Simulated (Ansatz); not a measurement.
# Bi (I4/mcm) in Ansatz: reference runs

Aim: a first look at Bi with PBE, on the cell as given and on a disturbed one, and energy against volume gives the equilibrium volume and stiffness.

All numbers are computed with Ansatz 0.2.0; they aren't measurements. Logs are shortened: lines on timing, memory, paths and dates and some standing lists are left out, and cuts for length are marked.

## (1) Starting point

The structure is tetragonal, space group I4/mcm (No. 140). The conventional cell has a = 8.899 Å, b = 8.899 Å, c = 4.131 Å, α = 90.00°, β = 90.00°, γ = 90.00°. Bi (site symmetry m2m) has 7 Bi at 3.31 to 3.67 Å as nearest neighbours.

This isn't the form of Bi at room conditions, which is rhombohedral.

## (2) Single point, PBE

The input, input.yaml:

```yaml
crystal:
  lattice:
    - [-4.449748, 4.449748, 2.065632]
    - [4.449748, -4.449748, 2.065632]
    - [4.449748, 4.449748, -2.065632]
  atoms:
    - { symbol: Bi, position: [0.1456555, 0.3543445, 0.5] }
    - { symbol: Bi, position: [0.8543445, 0.6456555, 0.5] }
    - { symbol: Bi, position: [0.6456555, 0.1456555, 0.791311] }
    - { symbol: Bi, position: [0.3543445, 0.8543445, 0.208689] }
hamiltonian:
  xc: pbe
  pseudopotentials: { kind: paw }
kpoints:
  mp_grid: { grid: [7, 7, 7] }
scf:
  occupations: { method: fermi_dirac, width: 0.05 }
output:
  forces: true
  stress: true
  eigenvalues: true
  write_density: true
  write_potential: true
  elf: true
  volumetric_format: npy
```

Potentials or basis: Ansatz PAW.

On the command line:

```
$ ansatz run input.yaml --threads 2 --pin off --max-ram 5120MiB --backend cpu --events-out ev --progress --plain --runs-dir out
```

Log:

```text
Warning: RAYON_NUM_THREADS=2 ignored (pool sized by the plan → 2); use --threads N
Engine: ansatz 0.2.0, x86_64-unknown-linux-gnu
Pseudopotentials: kind: paw
Pseudopotential: Bi, paw, valence charge 15, recommended cutoff 420 eV (normal), Bi.paw.azcp
Functional definition: PBE
  parameter kappa = 0.804
  parameter beta = 0.06672455060314922
  exchange = pbe_x(kappa = kappa, mu = beta*pi^2/3)
  correlation = pbe_c(beta = beta)
Crystal: 4 atoms, lattice volume = 163.600 Å³
Basis set: ecut = 420 eV, 3187 PW (Γ), exchange–correlation on 90×90×90 points (8 copies of the dense FFT grid, shifted against one another)
Bands: 36, of which v1, the nominal top of the filled ones, is band 30 counted from 1 (29 counted from 0)
Symmetry: 16 space group operations
Space group: I4/mcm (ITA 140), of the structure as read, at distance tolerance 5.5e-5 Å
k-points: 40 of 343
Non-local potential: Bi, projectors of the file, l = 0: 2, l = 1: 2, l = 2: 2, l = 3: 2
PAW form: soft (Blöchl's): semilocal exchange-correlation on the pseudo side does not see the compensation charge
PAW one-centre angular grid: Bi, 590 points (default); XC on 64 Gauss nodes
Initial density: superposition of atomic densities (neutral atoms: chi_scale 0, normalization atom), corrected by the library's trained network
Initial wavefunctions: pseudopotential atomic-orbital guess
Functional: x = pbe(κ = 0.804, μ = 0.2195149727645171), c = pbe(β = 0.06672455060314922)
SCF iter   1: F=—  HF=-49585.396200 eV  |F-HF|=—  |Δ(HF+E_count)|=         —  Δρ=1.40e-3  dr2=2.69e-3  ethr=1.77e-3  ⟨swp⟩=7.2  Hψ=6229  notcnv=0
preconditioner: auto → LDOS  [metal: Δε(μ)=0.023 eV  Ē_g=19.215 eV  σ=0.050 eV  W_gap=0.12  n_scr=44 (ndim 8)  ℏωp=22.5 eV  f_vac=0.148  D(μ)=3.42/eV (n_scr^D=16)  β→1.0]
SCF iter   2: F=—  HF=-49585.398114 eV  |F-HF|=—  |Δ(HF+E_count)|=   1.91e-3  Δρ=6.03e-4  dr2=7.41e-4  ethr=4.48e-6  ⟨swp⟩=2.7  Hψ=3184  notcnv=0  defer=7
SCF iter   3: F=—  HF=-49585.398081 eV  |F-HF|=—  |Δ(HF+E_count)|=   3.31e-5  Δρ=2.70e-4  dr2=1.56e-4  ethr=1.24e-6  ⟨swp⟩=2.0  Hψ=2637  notcnv=0  defer=7
SCF iter   4: F=—  HF=-49585.398070 eV  |F-HF|=—  |Δ(HF+E_count)|=   1.12e-5  Δρ=9.04e-5  dr2=1.42e-5  ethr=2.60e-7  ⟨swp⟩=2.0  Hψ=2606  notcnv=0  defer=7
SCF iter   5: F=—  HF=-49585.398149 eV  |F-HF|=—  |Δ(HF+E_count)|=   7.96e-5  Δρ=2.09e-5  dr2=9.57e-7  ethr=2.37e-8  ⟨swp⟩=2.0  Hψ=2632  notcnv=0  defer=7
SCF iter   6: F=-49585.398150 eV  HF=-49585.398150 eV  |F-HF|=1.80e-9  |Δ(HF+E_count)|=   1.23e-7  Δρ=3.54e-6  dr2=1.87e-8  ethr=1.67e-10  ⟨swp⟩=10.2  Hψ=11968  notcnv=0
SCF 1 converged in 6 iterations: F = -49585.398150 eV  dr2 = 1.87e-8
SCF converged after 6 iterations
Free energy (F): -49585.398150 eV
Harris-Foulkes:  -49585.398150 eV  (|F-HF|=1.80e-9)
Internal energy: -49585.370455 eV  (E = F + TS)
E sigma→0 (E₀):  -49585.384302 eV
Entropy (-TS):   -0.027695 eV (-6.924 meV/atom)
Fermi energy:    7.892314 eV
--- Per-component energies (eV) ---
  E_band       = -550.844379
  E_kinetic    = 1207.335095
  E_local      = -7446.150670  (includes V_loc(G=0)·N_el)
  E_nonlocal   = 2238.485585
  E_hartree    = 2584.270679
  E_xc         = -604.052444
  E_vxc        = -575.389332  (∫ρ·V_xc dr)
  E_paw        = -42652.086588  (= ΣΔE_a)
  E_vpaw       = -1143.656540  (= ΣTr[D̂ρ^β])
  E_aug_tail   = -0.001747  (compensation charges beyond the density's cutoff)
  E_ewald      = -4913.170365
  E_smearing   = -0.027695  (= −TS)
  E_closure    = -0.000000  (closes the sum)
  Σ components = -49585.398150   (vs F -49585.398150, Δ=0.00e0)
--- Forces (eV/Å), atoms counted from 1 ---
  atom   1  Bi     0.01976899    -0.01976899    -0.00000000
  atom   2  Bi    -0.01976899     0.01976899     0.00000000
  atom   3  Bi    -0.01976899    -0.01976899    -0.00000000
  atom   4  Bi     0.01976899     0.01976899     0.00000000
  max |Σ_I F_I| component: 1.39e-17 eV/Å
--- Stress (GPa, compression-positive) ---
        0.137580       0.000000       0.000000
        0.000000       0.137580       0.000000
        0.000000       0.000000       0.127077
  P = ⅓ Tr σ = 0.1341 GPa (1.341 kbar)
--- Band table (eV; the first three rows and the last of 40) ---
  k-point 0: bands = ["-15.0609", "-15.0609", "-15.0360", "-15.0153", "-15.0153", "-15.0118", "-14.9909", "-14.9865", "-14.9521", "-14.9244", "-14.9192", "-14.9192", "-14.8885", "-14.8830", "-14.8830", "-14.8745", "-14.8745", "-14.8425", "-14.8418", "-14.7833", "-5.1330", "-2.3620", "-1.9882", "-1.9882", "3.5318", "6.1310", "6.6411", "6.6411", "7.3127", "7.4874", "7.8547", "7.8547", "10.8721", "10.8721", "11.1257", "11.5555"]
  k-point 1: bands = ["-15.0673", "-15.0621", "-15.0338", "-15.0228", "-15.0135", "-15.0041", "-14.9909", "-14.9824", "-14.9568", "-14.9258", "-14.9173", "-14.9139", "-14.8908", "-14.8868", "-14.8770", "-14.8745", "-14.8729", "-14.8450", "-14.8390", "-14.7869", "-5.0814", "-2.7106", "-1.9833", "-1.7224", "3.7201", "5.7743", "6.5073", "7.0122", "7.0533", "7.5550", "7.8517", "8.2945", "10.5418", "10.8411", "11.5894", "11.6704"]
  k-point 2: bands = ["-15.0793", "-15.0642", "-15.0300", "-15.0292", "-15.0089", "-14.9964", "-14.9902", "-14.9758", "-14.9658", "-14.9290", "-14.9152", "-14.9032", "-14.8943", "-14.8914", "-14.8743", "-14.8718", "-14.8609", "-14.8517", "-14.8339", "-14.7973", "-4.9431", "-3.1828", "-1.9722", "-1.4582", "4.2157", "5.3806", "6.2183", "6.6886", "7.5695", "7.6369", "7.8450", "9.0166", "10.1356", "10.8422", "11.8847", "11.9337"]
  k-point 39: bands = ["-15.1345", "-15.0470", "-15.0150", "-14.9964", "-14.9947", "-14.9885", "-14.9857", "-14.9748", "-14.9670", "-14.9361", "-14.9328", "-14.9285", "-14.9019", "-14.8863", "-14.8725", "-14.8705", "-14.8608", "-14.8261", "-14.8235", "-14.8186", "-4.3052", "-3.5225", "-3.4081", "-0.3177", "4.3747", "6.0217", "6.0326", "6.3898", "7.3555", "8.9233", "9.2212", "9.2397", "9.7839", "9.9717", "10.2516", "10.8030"]
```

v_z.tsv:

```text
# z_ang	v_es[eV]	v_tot[eV]
# format = ansatz-planar-average/11
# xc	pbe
# density_cutoff_ev	1680
# datasets	Bi=:simpson_from_first_knot:soft
# lattice	-4.449748000	4.449748000	2.065632000
# lattice	4.449748000	-4.449748000	2.065632000
# lattice	4.449748000	4.449748000	-2.065632000
# sites	4
# site	83	3.153487460	1.296260540	0.000000000
# site	83	1.296260540	3.153487460	2.065632000
# site	83	1.296260540	5.746008540	0.000000000
# site	83	3.153487460	-1.296260540	2.065632000
0.000000	1.028179e1	4.931064e0
0.147183	1.016919e1	4.782539e0
0.294366	9.817475e0	4.308921e0
0.441550	9.186359e0	3.406535e0
0.588733	8.194906e0	2.019662e0
0.735916	6.835695e0	2.332548e-1
[... 37 lines left out ...]
6.328877	9.817475e0	4.308921e0
6.476060	1.016919e1	4.782539e0
```

Wall time 17 s (2 threads of Intel Xeon at 2.50GHz (Skylake/Cascade Lake), shared host); peak memory 0.56 GiB.

Results:

```
Free energy            : -49585.3981 eV
Pressure               : 0.1 GPa
Largest force          : 0.028 eV/Å
Band gap on the k mesh : none (metal or under the smearing width)
```

Forces in eV/Å, atoms in the order of the input:
```
Bi   0.020 -0.020  0.000
Bi  -0.020  0.020  0.000
Bi  -0.020 -0.020  0.000
Bi   0.020  0.020  0.000
```

Caveat: spin-orbit coupling is left out, which moves the levels of the heavy elements.

## (3) Single point, PBE (atoms moved at random, drawn with an rms of 0.05 Å)

The input, input.yaml:

```yaml
crystal:
  lattice:
    - [-4.449748, 4.449748, 2.065632]
    - [4.449748, -4.449748, 2.065632]
    - [4.449748, 4.449748, -2.065632]
  atoms:
    - { symbol: Bi, position: [0.14799, 0.356914, 0.502299] }
    - { symbol: Bi, position: [0.854406, 0.643741, 0.495596] }
    - { symbol: Bi, position: [0.654179, 0.147829, 0.791532] }
    - { symbol: Bi, position: [0.344259, 0.846682, 0.212656] }
hamiltonian:
  xc: pbe
  pseudopotentials: { kind: paw }
kpoints:
  mp_grid: { grid: [7, 7, 7] }
scf:
  occupations: { method: fermi_dirac, width: 0.05 }
output:
  forces: true
  stress: true
  eigenvalues: true
```

Potentials or basis: Ansatz PAW.

On the command line:

```
$ ansatz run input.yaml --threads 2 --pin off --max-ram 5120MiB --backend cpu --events-out ev --progress --plain --runs-dir out
```

Log:

```text
Warning: RAYON_NUM_THREADS=2 ignored (pool sized by the plan → 2); use --threads N
[... 4 set-up lines as earlier in the session ...]
[... 55 lines left out ...]
       -0.016472       0.135347       0.100928
        0.034777       0.100928       0.217622
  P = ⅓ Tr σ = 0.2831 GPa (2.831 kbar)
--- Band table (eV; the first three rows and the last of 172) ---
  k-point 0: bands = ["-15.0719", "-15.0513", "-15.0382", "-15.0182", "-15.0139", "-15.0123", "-14.9949", "-14.9940", "-14.9528", "-14.9216", "-14.9159", "-14.9140", "-14.8882", "-14.8853", "-14.8764", "-14.8733", "-14.8694", "-14.8422", "-14.8351", "-14.7822", "-5.1570", "-2.3140", "-2.1075", "-1.9082", "3.5189", "6.1035", "6.6527", "6.6759", "7.2482", "7.4445", "7.8069", "7.9727", "10.7681", "11.0193", "11.1482", "11.5768"]
  k-point 1: bands = ["-15.0750", "-15.0575", "-15.0355", "-15.0244", "-15.0136", "-15.0048", "-14.9935", "-14.9888", "-14.9570", "-14.9230", "-14.9135", "-14.9106", "-14.8898", "-14.8869", "-14.8755", "-14.8708", "-14.8680", "-14.8436", "-14.8335", "-14.7858", "-5.1064", "-2.6925", "-2.0101", "-1.7045", "3.7079", "5.7646", "6.5259", "6.9735", "7.0599", "7.5286", "7.8553", "8.3227", "10.5263", "10.8863", "11.6114", "11.6956"]
  k-point 2: bands = ["-15.0836", "-15.0641", "-15.0319", "-15.0312", "-15.0088", "-14.9979", "-14.9911", "-14.9796", "-14.9656", "-14.9267", "-14.9118", "-14.9015", "-14.8919", "-14.8903", "-14.8739", "-14.8698", "-14.8564", "-14.8490", "-14.8292", "-14.7961", "-4.9716", "-3.1662", "-1.9886", "-1.4466", "4.2042", "5.3778", "6.2369", "6.6620", "7.5603", "7.6307", "7.8569", "9.0170", "10.1085", "10.8729", "11.8659", "11.9042"]
  k-point 171: bands = ["-15.0735", "-15.0625", "-15.0277", "-15.0221", "-14.9943", "-14.9874", "-14.9732", "-14.9701", "-14.9483", "-14.9305", "-14.9260", "-14.9152", "-14.9071", "-14.8886", "-14.8809", "-14.8659", "-14.8542", "-14.8468", "-14.8327", "-14.8216", "-4.3122", "-2.7580", "-1.9338", "-1.7972", "3.7625", "4.6664", "4.8087", "5.6038", "6.2142", "7.8002", "8.7136", "9.1728", "9.7055", "10.4773", "11.1130", "11.5041"]
```

Run time: 68 s. Hardware: 2 threads of Intel Xeon at 2.50GHz (Skylake/Cascade Lake), shared host; peak memory 0.95 GiB.

What came out:

| Quantity | Value |
| --- | --- |
| Free energy | -49585.3934 eV |
| Pressure | 0.3 GPa |
| Largest force | 0.131 eV/Å |
| Band gap on the k mesh | none (metal or under the smearing width) |

Forces on the atoms (eV/Å):
```
Bi  -0.062  0.016 -0.006
Bi   0.111  0.066 -0.024
Bi   0.059 -0.071  0.026
Bi  -0.109 -0.011  0.003
```

Stress tensor (GPa, compression positive):
```
 0.50 -0.02  0.03
-0.02  0.14  0.10
 0.03  0.10  0.22
```

Caveat: spin-orbit coupling is left out, which moves the levels of the heavy elements.

## (4) Single point, PBE, 38.45 Å³/atom (volume scaled by 0.94)

The input, input.yaml:

```yaml
crystal:
  lattice:
    - [-4.3589113281, 4.3589113281, 2.0234644129]
    - [4.3589113281, -4.3589113281, 2.0234644129]
    - [4.3589113281, 4.3589113281, -2.0234644129]
  atoms:
    - { symbol: Bi, position: [0.1456555, 0.3543445, 0.5] }
    - { symbol: Bi, position: [0.8543445, 0.6456555, 0.5] }
    - { symbol: Bi, position: [0.6456555, 0.1456555, 0.791311] }
    - { symbol: Bi, position: [0.3543445, 0.8543445, 0.208689] }
hamiltonian:
  xc: pbe
  pseudopotentials: { kind: paw }
kpoints:
  mp_grid: { grid: [7, 7, 7] }
scf:
  occupations: { method: fermi_dirac, width: 0.05 }
output:
  forces: true
  stress: true
  eigenvalues: true
  write_density: true
  write_potential: true
  elf: true
  volumetric_format: npy
```

Potentials or basis: Ansatz PAW.

On the command line:

```
$ ansatz run input.yaml --threads 2 --pin off --max-ram 5120MiB --backend cpu --events-out ev --progress --plain --runs-dir out
```

Log:

```text
Warning: RAYON_NUM_THREADS=2 ignored (pool sized by the plan → 2); use --threads N
[... 8 set-up lines as earlier in the session ...]
Crystal: 4 atoms, lattice volume = 153.784 Å³
Basis set: ecut = 420 eV, 3003 PW (Γ), exchange–correlation on 90×90×90 points (8 copies of the dense FFT grid, shifted against one another)
Bands: 36, of which v1, the nominal top of the filled ones, is band 30 counted from 1 (29 counted from 0)
[... 1 set-up line as earlier in the session ...]
Space group: I4/mcm (ITA 140), of the structure as read, at distance tolerance 5.4e-5 Å
k-points: 40 of 343
[... 6 set-up lines as earlier in the session ...]
SCF iter   1: F=—  HF=-49585.309963 eV  |F-HF|=—  |Δ(HF+E_count)|=         —  Δρ=1.51e-3  dr2=2.84e-3  ethr=1.77e-3  ⟨swp⟩=7.1  Hψ=6185  notcnv=0
preconditioner: auto → LDOS  [metal: Δε(μ)=0.033 eV  Ē_g=19.407 eV  σ=0.050 eV  W_gap=0.16  n_scr=44 (ndim 8)  ℏωp=23.2 eV  f_vac=0.140  D(μ)=3.57/eV (n_scr^D=20)  β→1.0]
SCF iter   2: F=—  HF=-49585.312117 eV  |F-HF|=—  |Δ(HF+E_count)|=   2.15e-3  Δρ=5.42e-4  dr2=5.01e-4  ethr=4.73e-6  ⟨swp⟩=2.6  Hψ=3179  notcnv=0  defer=6
SCF iter   3: F=—  HF=-49585.312176 eV  |F-HF|=—  |Δ(HF+E_count)|=   5.85e-5  Δρ=2.80e-4  dr2=1.61e-4  ethr=8.35e-7  ⟨swp⟩=2.0  Hψ=2632  notcnv=0  defer=6
SCF iter   4: F=—  HF=-49585.312152 eV  |F-HF|=—  |Δ(HF+E_count)|=   2.36e-5  Δρ=1.02e-4  dr2=1.83e-5  ethr=2.69e-7  ⟨swp⟩=3.0  Hψ=2697  notcnv=0  defer=6
SCF iter   5: F=—  HF=-49585.312023 eV  |F-HF|=—  |Δ(HF+E_count)|=   1.29e-4  Δρ=2.64e-5  dr2=1.57e-6  ethr=3.06e-8  ⟨swp⟩=2.0  Hψ=2625  notcnv=0  defer=6
SCF iter   6: F=-49585.312023 eV  HF=-49585.312023 eV  |F-HF|=1.52e-8  |Δ(HF+E_count)|=   2.06e-7  Δρ=4.37e-6  dr2=3.51e-8  ethr=1.67e-10  ⟨swp⟩=11.0  Hψ=12224  notcnv=0
SCF 1 converged in 6 iterations: F = -49585.312023 eV  dr2 = 3.51e-8
SCF converged after 6 iterations
Free energy (F): -49585.312023 eV
Harris-Foulkes:  -49585.312023 eV  (|F-HF|=1.52e-8)
Internal energy: -49585.283334 eV  (E = F + TS)
E sigma→0 (E₀):  -49585.297678 eV
Entropy (-TS):   -0.028688 eV (-7.172 meV/atom)
Fermi energy:    8.714906 eV
--- Per-component energies (eV) ---
  E_band       = -506.732017
  E_kinetic    = 1210.957582
  E_local      = -7287.699882  (includes V_loc(G=0)·N_el)
  E_nonlocal   = 2238.567222
  E_hartree    = 2526.283293
  E_xc         = -605.806928
  E_vxc        = -577.793815  (∫ρ·V_xc dr)
  E_paw        = -42652.025486  (= ΣΔE_a)
  E_vpaw       = -1143.317055  (= ΣTr[D̂ρ^β])
  E_aug_tail   = -0.001727  (compensation charges beyond the density's cutoff)
  E_ewald      = -5015.557409
  E_smearing   = -0.028688  (= −TS)
  E_closure    = -0.000000  (closes the sum)
  Σ components = -49585.312023   (vs F -49585.312023, Δ=0.00e0)
--- Forces (eV/Å), atoms counted from 1 ---
  atom   1  Bi    -0.13216464     0.13216464     0.00000000
  atom   2  Bi     0.13216464    -0.13216464     0.00000000
  atom   3  Bi     0.13216464     0.13216464     0.00000000
  atom   4  Bi    -0.13216464    -0.13216464     0.00000000
  max |Σ_I F_I| component: 2.78e-17 eV/Å
--- Stress (GPa, compression-positive) ---
        2.532488      -0.000000       0.000000
       -0.000000       2.532488       0.000000
        0.000000       0.000000       3.403973
  P = ⅓ Tr σ = 2.8230 GPa (28.230 kbar)
--- Band table (eV; the first three rows and the last of 40) ---
  k-point 0: bands = ["-14.3180", "-14.3180", "-14.2881", "-14.2664", "-14.2664", "-14.2635", "-14.2342", "-14.2302", "-14.1881", "-14.1548", "-14.1477", "-14.1477", "-14.1064", "-14.1019", "-14.1019", "-14.0933", "-14.0933", "-14.0547", "-14.0514", "-13.9808", "-4.7210", "-1.6615", "-1.2397", "-1.2397", "4.0249", "6.8024", "7.4243", "7.4243", "8.0776", "8.3444", "8.6635", "8.6635", "11.7887", "11.7887", "11.8560", "12.6123"]
  k-point 1: bands = ["-14.3264", "-14.3195", "-14.2854", "-14.2758", "-14.2641", "-14.2533", "-14.2350", "-14.2244", "-14.1938", "-14.1563", "-14.1448", "-14.1413", "-14.1102", "-14.1067", "-14.0947", "-14.0933", "-14.0906", "-14.0578", "-14.0479", "-13.9851", "-4.6656", "-2.0508", "-1.2330", "-0.9449", "4.2379", "6.4229", "7.2740", "7.7568", "7.8670", "8.4101", "8.6601", "9.1333", "11.4190", "11.7705", "12.4011", "12.7324"]
  k-point 2: bands = ["-14.3417", "-14.3221", "-14.2842", "-14.2797", "-14.2581", "-14.2432", "-14.2360", "-14.2153", "-14.2049", "-14.1601", "-14.1411", "-14.1284", "-14.1159", "-14.1118", "-14.0931", "-14.0888", "-14.0755", "-14.0661", "-14.0416", "-13.9978", "-4.5169", "-2.5759", "-1.2177", "-0.6553", "4.8013", "5.9911", "6.9481", "7.4101", "8.4381", "8.4738", "8.6525", "9.9070", "11.0585", "11.8079", "12.7536", "12.9627"]
  k-point 39: bands = ["-14.4090", "-14.3042", "-14.2622", "-14.2439", "-14.2379", "-14.2330", "-14.2269", "-14.2162", "-14.2068", "-14.1671", "-14.1643", "-14.1595", "-14.1252", "-14.1086", "-14.0891", "-14.0873", "-14.0764", "-14.0329", "-14.0293", "-14.0230", "-3.8350", "-2.9465", "-2.8268", "0.6930", "4.8949", "6.7057", "6.7287", "7.1018", "8.2331", "9.8645", "10.1306", "10.2238", "10.7301", "10.9168", "11.2360", "11.6619"]
```

rho_z.tsv:

```text
# z_ang	rho[e/angstrom^3]
# format = ansatz-planar-average/11
# lattice	-4.358911328	4.358911328	2.023464413
# lattice	4.358911328	-4.358911328	2.023464413
# lattice	4.358911328	4.358911328	-2.023464413
# sites	4
# site	83	3.089112510	1.269798818	0.000000000
# site	83	1.269798818	3.089112510	2.023464413
# site	83	1.269798818	5.628710146	0.000000000
# site	83	3.089112510	-1.269798818	2.023464413
0.000000	7.023617e-2
0.144179	7.396299e-2
0.288357	8.584109e-2
0.432536	1.084445e-1
0.576714	1.512863e-1
0.720893	2.192788e-1
[... 37 lines left out ...]
6.199680	8.584109e-2
6.343858	7.396299e-2
```

v_z.tsv:

```text
# z_ang	v_es[eV]	v_tot[eV]
# format = ansatz-planar-average/11
# xc	pbe
# density_cutoff_ev	1680
# datasets	Bi=:simpson_from_first_knot:soft
# lattice	-4.358911328	4.358911328	2.023464413
# lattice	4.358911328	-4.358911328	2.023464413
# lattice	4.358911328	4.358911328	-2.023464413
# sites	4
# site	83	3.089112510	1.269798818	0.000000000
# site	83	1.269798818	3.089112510	2.023464413
# site	83	1.269798818	5.628710146	0.000000000
# site	83	3.089112510	-1.269798818	2.023464413
0.000000	1.083523e1	5.259155e0
0.144179	1.071504e1	5.097442e0
0.288357	1.034004e1	4.594191e0
0.432536	9.667525e0	3.653581e0
0.576714	8.617887e0	2.209878e0
0.720893	7.206933e0	3.716070e-1
[... 37 lines left out ...]
6.199680	1.034004e1	4.594191e0
6.343858	1.071504e1	5.097442e0
```

Run time: 15 s. Hardware: 2 threads of Intel Xeon at 2.50GHz (Skylake/Cascade Lake), shared host; peak memory 0.55 GiB.

What came out:

```yaml
Free_energy: -49585.3120 eV
Pressure: 2.8 GPa
Largest_force: 0.187 eV/Å
Band_gap_on_the_k_mesh: none (metal or under the smearing width)
```

Caveat: spin-orbit coupling is left out, which moves the levels of the heavy elements.

(Continued in part 2 of 2.)
